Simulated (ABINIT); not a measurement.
Runs of ABINIT 10.8.3 (patched build) on CdTe. The structure is cubic, space group F-43m (No. 216). The conventional cell has a = 6.410 Å, b = 6.410 Å, c = 6.410 Å, α = 90.00°, β = 90.00°, γ = 90.00°. Te (site symmetry -43m) is surrounded by 4 Cd at 2.78 Å. Cd (site symmetry -43m) is surrounded by 4 Te at 2.78 Å. 

```tsv
share of exact exchange	gap on the mesh (eV)	pressure (GPa)
0.25	(a)	3.0
0.5	2.76	(c)
0.15	1.30	3.9
0.35	2.10	(b)
0.05	0.92	4.8
```

Alike in all rows: task single point; level HSE06; potentials or basis SG15 NC PBE v1.2; no spin polarisation; cell as given; k mesh 3 × 3 × 3; cutoff (eV) 707; smearing fermi-dirac 0.05 eV; the mesh is coarse, so values aren't converged.

Estimate the missing entries.

(a) 1.69; (b) 2.1; (c) 0.7.

Caveats: all runs use coarse meshes; exact exchange is summed on a coarse mesh, which widens gaps by tenths of an eV; Libxc's HSE differs a little from that of other programs; the potentials were made for another functional, which shifts forces and pressure; spin-orbit coupling is left out, which moves the levels of the heavy elements.

A k mesh can miss the band edges, and the runs leave out spin-orbit coupling on Cd, Te.

Runs at the PBE level aren't shown here.
